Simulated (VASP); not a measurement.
# GaSb (F-43m) in VASP: notebook

One crystal, GaSb, is run at these levels: PBE; tasks: relaxation of the atoms.

Program: VASP 6.6.1. These are calculated values, not measurements. Logs are shortened: lines on timing, memory, paths and dates and some standing lists are left out, and cuts for length are marked.

**Measured values to compare with.**

A printed reference work, data compilation reports, for a bulk crystal of GaSb at 4.2 K: band gap 0.811 eV (direct).

The runs below are set against these values where they give the same quantity.

### Step 1. The structure

It takes space group F-43m (No. 216, cubic). Conventional cell: a = 6.217 Å, b = 6.217 Å, c = 6.217 Å, α = 90.00°, β = 90.00°, γ = 90.00°. Ga (site symmetry -43m) is surrounded by 4 Sb at 2.69 Å. Around Sb (site symmetry -43m) lie 4 Ga at 2.69 Å.

### Step 2. Relaxation of the atoms, PBE

Contents of INCAR:

```
  PREC = Accurate
  ENCUT = 600
  EDIFF = 1E-7
  ISMEAR = 0
  SIGMA = 0.03
  LREAL = False
  LASPH = True
  NELM = 80
  ALGO = Fast
  ISIF = 2
  LWAVE = False
  LCHARG = False
  GGA = PE
  IBRION = 2
  NSW = 40
  EDIFFG = -0.01
```

Contents of KPOINTS:

```
Automatic mesh
0
Gamma
  10 10 10
```

Contents of POSCAR:

```
GaSb                                    
1.0
    0.0000000000      3.1084296416      3.1084296416
    3.1084296416      0.0000000000      3.1084296416
    3.1084296416      3.1084296416      0.0000000000
  Ga              Sb            
     1     1
Direct
     0.0000000000000000    0.0000000000000000    0.0000000000000000
     0.2500000000000000    0.2500000000000000    0.2500000000000000
```

Potentials or basis: VASP PAW PBE potentials, release 64 (Ga_d, Sb).

Command:

```sh
cat potpaw_PBE.64/Ga_d/POTCAR potpaw_PBE.64/Sb/POTCAR > POTCAR
mpirun -np 1 vasp_std > vasp.out
```

OUTCAR:

```text
PREC = Accurate
   ENCUT = 600
   EDIFF = 1E-7
   ISMEAR = 0
   LREAL = False
   LASPH = True
   NELM = 80
   ISIF = 2
   GGA = PE
   IBRION = 2
   NSW = 40
   EDIFFG = -0.01

 ion  position               nearest neighbor table
   1  0.000  0.000  0.000-   2 2.69   2 2.69   2 2.69   2 2.69
   2  0.250  0.250  0.250-   1 2.69   1 2.69   1 2.69   1 2.69

  LATTYP: Found a face centered cubic cell.
 ALAT       =     6.2168592832

  Lattice vectors:

 A1 = (   0.0000000000,   3.1084296416,   3.1084296416)
 A2 = (   3.1084296416,   0.0000000000,   3.1084296416)
 A3 = (   3.1084296416,   3.1084296416,   0.0000000000)

Analysis of symmetry for initial positions (statically):
=====================================================================
 Subroutine PRICEL returns:
 Original cell was already a primitive cell.

 Routine SETGRP: Setting up the symmetry group for a
 face centered cubic supercell.

 Subroutine GETGRP returns: Found 24 space group operations
 (whereof 24 operations were pure point group operations)
 out of a pool of 48 trial point group operations.

The static configuration has the point symmetry T_d .

Analysis of symmetry for dynamics (positions and initial velocities):
=====================================================================
 Subroutine PRICEL returns:
 Original cell was already a primitive cell.

 Routine SETGRP: Setting up the symmetry group for a
 face centered cubic supercell.

 Subroutine GETGRP returns: Found 24 space group operations
 (whereof 24 operations were pure point group operations)
 out of a pool of 48 trial point group operations.

The dynamic configuration has the point symmetry T_d .

 Subroutine INISYM returns: Found 24 space group operations
 (whereof 24 operations are pure point group operations),
 and found     1 'primitive' translations

----------------------------------------------------------------------------------------

                                     Primitive cell

  volume of cell :      60.0694

  direct lattice vectors                    reciprocal lattice vectors
     0.000000000  3.108429642  3.108429642    -0.160852925  0.160852925  0.160852925
     3.108429642  0.000000000  3.108429642     0.160852925 -0.160852925  0.160852925
     3.108429642  3.108429642  0.000000000     0.160852925  0.160852925 -0.160852925

  length of vectors
     4.395983357  4.395983357  4.395983357     0.278605439  0.278605439  0.278605439

  position of ions in fractional coordinates (direct lattice)
     0.000000000  0.000000000  0.000000000
     0.250000000  0.250000000  0.250000000

  ion indices of the primitive-cell ions
   primitive index   ion index
                 1           1
                 2           2

----------------------------------------------------------------------------------------

 KPOINTS: Automatic mesh

Automatic generation of k-mesh.
 Grid dimensions read from file:
 generate k-points for:   10   10   10

 Generating k-lattice:

  Cartesian coordinates                     Fractional coordinates (reciprocal lattice)
    -0.016085292  0.016085292  0.016085292     0.100000000  0.000000000  0.000000000
     0.016085292 -0.016085292  0.016085292     0.000000000  0.100000000  0.000000000
     0.016085292  0.016085292 -0.016085292     0.000000000  0.000000000  0.100000000

  Length of vectors
     0.027860544  0.027860544  0.027860544

  Shift w.r.t. Gamma in fractional coordinates (k-lattice)
     0.000000000  0.000000000  0.000000000

 Subroutine IBZKPT returns following result:
 ===========================================

 Found     47 irreducible k-points:

 Following reciprocal coordinates:
            Coordinates               Weight
  0.000000  0.000000  0.000000      1.000000
  0.100000  0.000000  0.000000      8.000000
  0.200000  0.000000  0.000000      8.000000
  0.300000  0.000000  0.000000      8.000000
  0.400000  0.000000  0.000000      8.000000
  0.500000  0.000000  0.000000      4.000000
[... 16 lines left out ...]
  0.300000  0.300000  0.000000      6.000000
  0.400000  0.300000  0.000000     24.000000
 [... further k-points ...]
   k-points           NKPTS =     47   k-points in BZ     NKDIM =     47   number of bands    NBANDS=     13
   number of dos      NEDOS =    301   number of ions     NIONS =      2
   total plane-waves  NPLWV =  46656
   dimension x,y,z NGX =    36 NGY =   36 NGZ =   36
   dimension x,y,z NGXF=    72 NGYF=   72 NGZF=   72
   ions per type =               1   1
   NGX,Y,Z   is equivalent  to a cutoff of  13.61, 13.61, 13.61 a.u.
   NGXF,Y,Z  is equivalent  to a cutoff of  27.23, 27.23, 27.23 a.u.
 SYSTEM =  unknown system
   PREC   = accura    normal or accurate (medium, high low for compatibility)
   ISTART =      0    job   : 0-new  1-cont  2-samecut
   ICHARG =      2    charge: 1-file 2-atom 10-const
   ISPIN  =      1    spin polarized calculation?
   LNONCOLLINEAR =      F non collinear calculations
   LSORBIT =      F    spin-orbit coupling
   LASPH  =      T    aspherical Exc in radial PAW
   ENCUT  =  600.0 eV  44.10 Ry    6.64 a.u.   8.78  8.78  8.78*2*pi/ulx,y,z
   NELM   =     80;   NELMIN=  2; NELMDL= -5     # of ELM steps
   EDIFF  = 0.1E-06   stopping-criterion for ELM
   LREAL  =      F    real-space projection
   EDIFFG = -.1E-01   stopping-criterion for IOM
   NSW    =     40    number of steps for IOM
   IBRION =      2    ionic relax: 0-MD 1-quasi-New 2-CG
   NFREE  =      1    steps in history (QN), initial steepest desc. (CG)
   ISIF   =      2    stress and relaxation
   ISYM   =      2    0-nonsym 1-usesym 2-fastsym
   POTIM  = 0.5000    time-step for ionic-motion
   TEBEG  =    0.0;   TEEND  =   0.0 temperature during run
   PSTRESS=    0.0 pullay stress
   NELECT =      18.0000    total number of electrons
   NUPDOWN=      -1.0000    fix difference up-down
   EMIN   =  10.00;   EMAX   =-10.00  energy-range for DOS
   EFERMI =   0.00;   METHOD = LEGACY
   ISMEAR =     0;   SIGMA  =   0.03  broadening in eV -4-tet -1-fermi 0-gaus
   EFERMI_NEDOS =   21; number of points for ismear=-14 and -15
   IALGO  =     68    algorithm
   IMIX   =      4    mixing-type and parameters
     AMIX     =   0.40;   BMIX     =  1.00
     AMIX_MAG =   1.60;   BMIX_MAG =  1.00
  volume/ion in A,a.u.               =      30.03       202.68
  Fermi-wavevector in a.u.,A,eV,Ry     =   1.095506  2.070206 16.328796  1.200133
  Thomas-Fermi vector in A             =   2.231830
   LORBIT       =      0    0 simple, 1 ext, 2 COOP (PROOUT), +10 PAW based schemes
   GGA     = PE    functional components
   LHFCALC =     F    Hartree Fock is set to
   AEXX    =    0.0000 exact exchange contribution
   IVDW    =     0    specifies the selected vdW correction
   LEPSILON=     F    determine dielectric tensor
   LRPA    =     F    only Hartree local field effects (RPA)
 conjugate gradient relaxation of ions
 non-spin polarized calculation
 RMM-DIIS sequential band-by-band and
 Gauss-broadening in eV      SIGMA  =   0.03
  energy-cutoff  :      600.00
  volume of cell :       60.07
 maximum number of plane-waves:      2044
   NGX = 17   NGY = 17   NGZ = 17

 number of electron      17.9999991 magnetization

 Free energy of the ion-electron system (eV)
  ---------------------------------------------------
  ext. energy  EPLUGINS =         0.00000000
  ---------------------------------------------------
  free energy    TOTEN  =        -7.37144403 eV

  energy without entropy =       -7.37139775  energy(sigma->0) =       -7.37142089

 E-fermi :   4.3998     XC(G=0):  -8.8807

 val. band max:        4.3906248838   @ k =   0.0000   0.0000   0.0000
 cond. band min:       4.6982802708   @ k =   0.5000   0.0000   0.0000
 fundamental gap:      0.3076553870
 Fermi energy:         4.3997615883

 k-point     1 :       0.0000    0.0000    0.0000
  band No.  band energies     occupation
      1     -10.5555      2.00000
      2     -10.5555      2.00000
      3     -10.5555      2.00000
      4     -10.5128      2.00000
      5     -10.5128      2.00000
      6      -6.7616      2.00000
      7       4.0915      2.00000
      8       4.3906      1.33336
      9       4.3906      1.33332
     10       4.3906      1.33332
     11       7.1788      0.00000
     12       7.1788      0.00000
     13       7.1788      0.00000

 k-point     2 :       0.1000    0.0000    0.0000
  band No.  band energies     occupation
      1     -10.5577      2.00000
      2     -10.5545      2.00000
      3     -10.5545      2.00000
      4     -10.5129      2.00000
      5     -10.5129      2.00000
      6      -6.6649      2.00000
      7       2.7303      2.00000
      8       4.2330      2.00000
      9       4.2330      2.00000
     10       5.1822      0.00000
     11       7.3985      0.00000
     12       7.3985      0.00000
     13       7.5126      0.00000

 k-point     3 :       0.2000    0.0000    0.0000
  band No.  band energies     occupation
      1     -10.5634      2.00000
      2     -10.5520      2.00000
      3     -10.5520      2.00000
      4     -10.5130      2.00000
      5     -10.5130      2.00000
      6      -6.3841      2.00000
      7       1.1721      2.00000
      8       3.9043      2.00000
      9       3.9043      2.00000
     10       5.2032      0.00000
     11       7.8296      0.00000
     12       7.8296      0.00000
     13       8.6553      0.00000
[... 305 lines left out ...]
 k-point    23 :       0.3000    0.3000    0.0000
  band No.  band energies     occupation
      1     -10.5809      2.00000
      2     -10.5422      2.00000
      3     -10.5422      2.00000
      4     -10.5186      2.00000
      5     -10.5104      2.00000
      6      -5.6543      2.00000
      7      -0.3561      2.00000
      8       2.5397      2.00000
      9       2.5397      2.00000
     10       5.5001      0.00000
     11       6.7537      0.00000
     12      10.4826      0.00000
     13      10.5063      0.00000

 k-point    24 :       0.4000    0.3000    0.0000
  band No.  band energies     occupation
      1     -10.5852      2.00000
      2     -10.5401      2.00000
      3     -10.5396      2.00000
      4     -10.5195      2.00000
      5     -10.5101      2.00000
      6      -5.2594      2.00000
      7      -1.0837      2.00000
      8       2.0594      2.00000
      9       2.3514      2.00000
     10       5.6714      0.00000
     11       6.6895      0.00000
     12      10.4051      0.00000
     13      10.9099      0.00000

 [... further k-points ...]

------------------------ aborting loop because EDIFF is reached ----------------------------------------

  FORCE on cell =-STRESS in cart. coord.  units (eV):
  Direction    XX          YY          ZZ          XY          YZ          ZX
  --------------------------------------------------------------------------------------
  -------------------------------------------------------------------------------------
  Total       -0.0103201     -0.0103201     -0.0103201      0.0000000      0.0000000     -0.0000000
  in kB       -0.2752580     -0.2752580     -0.2752580      0.0000000      0.0000000     -0.0000000
  external PRESSURE =      -0.2752580 kB  Pullay stress =       0.0000000 kB

 VOLUME and BASIS-vectors are now :
 -----------------------------------------------------------------------------
  energy-cutoff  :      600.00
  volume of cell :       60.07
      direct lattice vectors                 reciprocal lattice vectors
     0.000000000  3.108429642  3.108429642    -0.160852925  0.160852925  0.160852925
     3.108429642  0.000000000  3.108429642     0.160852925 -0.160852925  0.160852925
     3.108429642  3.108429642  0.000000000     0.160852925  0.160852925 -0.160852925

 POSITION                                       TOTAL-FORCE (eV/Angst)
 -----------------------------------------------------------------------------------
      0.00000      0.00000      0.00000        -0.000000     -0.000000     -0.000000
      1.55421      1.55421      1.55421         0.000000      0.000000      0.000000
 -----------------------------------------------------------------------------------
    total drift:                                0.000001      0.000001      0.000001

  FREE ENERGIE OF THE ION-ELECTRON SYSTEM (eV)
  ---------------------------------------------------
  free  energy   TOTEN  =        -7.3714440302 eV

  energy  without entropy=       -7.3713977515  energy(sigma->0) =       -7.37142089

 reached required accuracy - stopping structural energy minimisation
```

Run time: 20 s. Hardware: 1 thread of Intel Xeon 6975P-C (Granite Rapids), shared host; peak memory 0.23 GiB.

Results:

```yaml
Free_energy: -7.3714 eV
Pressure_after_relaxing: 0.0 GPa
Band_gap_on_the_k_mesh: none (metal or under the smearing width)
```

Final structure:
```
Ga Sb
1.0
     0.00000    3.10843    3.10843
     3.10843    0.00000    3.10843
     3.10843    3.10843    0.00000
Ga Sb
1 1
Direct
  0.00000 0.00000 0.00000
  0.25000 0.25000 0.25000
```

Caveat: the relaxation stopped at its first step, so nothing moved; this crystal is a semiconductor, whose small gap the functional closes, so the metal is an error of the method. Spin-orbit coupling is left out, which matters for the levels of Sb.

(Continued in part 2 of 2.)
